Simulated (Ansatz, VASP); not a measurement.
# In in VASP and in Ansatz

```
CELL_PARAMETERS angstrom
-1.61906 1.66124 2.52477
1.66124 -1.61906 2.52477
1.56693 1.56693 -2.49705
ATOMIC_POSITIONS crystal
In 0.00000 0.00000 0.00000
```

Alike in both runs: task single point; functional r2SCAN; k mesh 3 × 3 × 4; occupations fermi-dirac, width 0.1 eV; no spin polarisation.

```csv
,VASP,Ansatz
version,VASP 6.6.1,Ansatz 0.2.0
potentials or method,"VASP PAW PBE potentials, release 64 (In_d)","plane waves (500 eV) with PAW, scalar-relativistic"
plane-wave cutoff (eV),520,500
valence electrons in the cell,13,13
```

|  | VASP | Ansatz | Ansatz less VASP |
| --- | --- | --- | --- |
| pressure (GPa) | 0.9 | 0.9 | -0.03 |
| largest component of the traceless stress (GPa) | 4.49 | 4.47 | -0.018 |

Caveats: the k mesh is coarse (spacing up to 0.76 Å⁻¹), so the values aren't converged; the PAW data sets were made with another functional, which shifts forces and pressure a little (VASP).
